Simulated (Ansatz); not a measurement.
# Selenium, beta-Sn type under PBE: from relaxation to bulk modulus

The plan for selenium in the beta-Sn type structure: relax it, solve it on a dense k-mesh, switch on spin-orbit coupling, then scale the cell to 7 volumes from 88 to 112 % of the relaxed one and try a fit of the equation of state. The k-meshes are 12×12×8 for the relaxation; 22×22×11 for the dense run; 13×13×7 for spin-orbit coupling; 15×15×8 for the volumes.

Computed with Ansatz 0.2.0 (DFT PBE, plane waves (420 eV) with PAW, scalar-relativistic, unless a step says otherwise).

## (1) The structure to begin with

Symmetry: I4_1/amd, No. 141, tetragonal system. Conventional cell: a = 5.515 Å, b = 5.515 Å, c = 3.011 Å, α = 90.00°, β = 90.00°, γ = 90.00°. Se (site symmetry -4m2) has 6 Se at 2.86 to 3.01 Å as nearest neighbours.

As a file:

```xyz
2
Lattice="-2.7576 2.7576 1.5057 2.7576 -2.7576 1.5057 2.7576 2.7576 -1.5057" Properties=species:S:1:pos:R:3 pbc="T T T"
Se    0.0000    0.0000    0.0000
Se    0.0000    2.7576    0.7528
```

## (2) Relaxation of the cell

The input, input.yaml:

```yaml
crystal:
  lattice:
    - [-2.7576008224, 2.7576008224, 1.5056500491]
    - [2.7576008224, -2.7576008224, 1.5056500491]
    - [2.7576008224, 2.7576008224, -1.5056500491]
  atoms:
    - { symbol: Se, position: [0.0, 0.0, 0.0] }
    - { symbol: Se, position: [0.75, 0.25, 0.5] }
hamiltonian:
  xc: pbe
  pseudopotentials:
    kind: paw
    azcp:
      Se: "pseudopotentials/Se.paw.azcp"
basis:
  ecutwfc: 420
  fft_grid_basis: typed
kpoints:
  mp_grid: { grid: [12, 12, 8], shift: [0, 0, 0] }
magnetization:
  spin_polarized: false
scf:
  occupations: { method: fermi_dirac, width: 0.1 }
relax:
  max_steps: 60
  f_tol: 0.01
  cell: {}
```

Started as:

```
> ansatz run input.yaml --threads 1 --pin off --max-ram 3584MiB --backend cpu --events-out ev --progress --plain --runs-dir out
```

Further steps of the session: Dense single point; Spin-orbit coupling switched on; The cell scaled to 88 % of its volume; The cell scaled to 92 % of its volume; The cell scaled to 96 % of its volume; The cell scaled to 100 % of its volume; The cell scaled to 104 % of its volume; The cell scaled to 108 % of its volume; The cell scaled to 112 % of its volume.

Before running it: what results should come out? Wanted: space group; conventional cell; volume; shortest distance; gap on the mesh; relative to trigonal; V₀, B₀, B₀′.

**Answer**, as computed:

| quantity | value |
| --- | --- |
| space group (spins left aside) | C2/c (No. 15) |
| conventional cell | a = 2.845 Å, b = 9.099 Å, c = 4.611 Å, β = 90.66° |
| volume | 29.837 Å³/atom |
| shortest distance | 2.536 Å |
| gap on the mesh | none (levels filled in part) |
| relative to trigonal (grey) selenium | +159 meV/atom |
| V₀, B₀, B₀′ | 29.735 Å³/atom, 47 GPa, 4.5 |

What this shows: From the guessed start the volume grew by 30.3 % in 28 steps. What began as beta-Sn type has relaxed into C2/c. What follows belongs to that structure, not to the type named at the start. The mesh has less symmetry than the lattice, which may have let the distortion in. It lies 159 meV/atom above the element's reference form at the same level (trigonal (grey) selenium, from a run of its own), so it is far from stable. No gap shows: it is a metal or semimetal at this level. The total energy of the spin-orbit run lies -0.17 eV/atom from the scalar one, but the two kinds of run don't share a zero of energy: only differences within one kind count. B₀ comes out at 47 GPa; letting shape and positions relax at each volume could only lower it.
